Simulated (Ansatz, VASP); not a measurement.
Two plane-wave programs on Pt

The input INCAR:

```
  PREC = Accurate
  ENCUT = 520
  EDIFF = 1E-6
  ISMEAR = -1
  SIGMA = 0.1
  LREAL = F
  LASPH = T
  NELM = 150
  ALGO = Normal
  ISIF = 2
  LWAVE = F
  LCHARG = F
  LMAXMIX = 4
  LDAU = T
  LDAUTYPE = 2
  LDAUL = 2
  LDAUU = 8
  LDAUJ = 0
  LDAUPRINT = 1
  GGA = PE
  NBANDS = 11
```

KPOINTS

```
regular mesh
0
Gamma
  7 7 7
```

The input POSCAR:

```
Pt
1.0
    0.0000000000      3.1048950000      0.0000000000
    3.1048950000      0.0000000000      0.0000000000
    1.5524470000      1.5524470000     -2.6062300000
Pt
1
Direct
    0.0000000000      0.0000000000      0.0000000000
```

Input for Ansatz:

```yaml
crystal:
  lattice:
    - [0.0, 3.104895, 0.0]
    - [3.104895, 0.0, 0.0]
    - [1.552447, 1.552447, -2.60623]
  atoms:
    - { symbol: Pt, position: [0.0, 0.0, 0.0] }
  symmetry: { tolerance: 0.0003 }
kpoints:
  mp_grid: { grid: [7, 7, 7], shift: [0, 0, 0] }
magnetization:
  spin_polarized: false
scf:
  occupations: { method: fermi_dirac }
hamiltonian:
  pseudopotentials: { kind: paw }
  xc: pbe
  hubbard: { sites: [{ species: Pt, l: d, u_eff: 8.0 }], double_counting: fll }
basis:
  ecutwfc: 420
output:
  forces: true
  stress: true
  eigenvalues: true
  write_density: true
  write_potential: true
  elf: true
  volumetric_format: npy
```

The cell was built by a generator and needn't be a form met in nature.

Alike in both runs: task single point; functional PBE; k mesh 7 × 7 × 7; no spin polarisation; Hubbard terms Pt d U = 8.0 eV.

|  | VASP | Ansatz |
| --- | --- | --- |
| version | VASP 6.6.1 | Ansatz 0.2.0 |
| potentials or method | VASP PAW PBE potentials, release 64 (Pt) | PAW plane waves |
| plane-wave cutoff (eV) | 520 | 420 |
| occupations | fermi-dirac, width 0.1 eV | fermi-dirac |
| valence electrons in the cell | 10 | 18 |

```tsv
	VASP	Ansatz	Ansatz less VASP
gap on the k mesh at the Fermi level (eV)	none	none	-
pressure (GPa)	-22.6	-21.5	+1.09
largest component of the traceless stress (GPa)	4.42	2.40	-2.025
```

The programs project onto different local orbitals, so the same U acts differently. A gap of «none» marks a metal or a gap that the smearing closes. The two sets of potentials don't hold the same shells in valence. Ansatz warned: «filled_band_counts_differ_across_k_points».

Caveats: U without spin polarisation on a metal has little footing; the U is typed as a test and isn't derived for this compound. Spin-orbit coupling is left out, which matters for the levels of Pt.
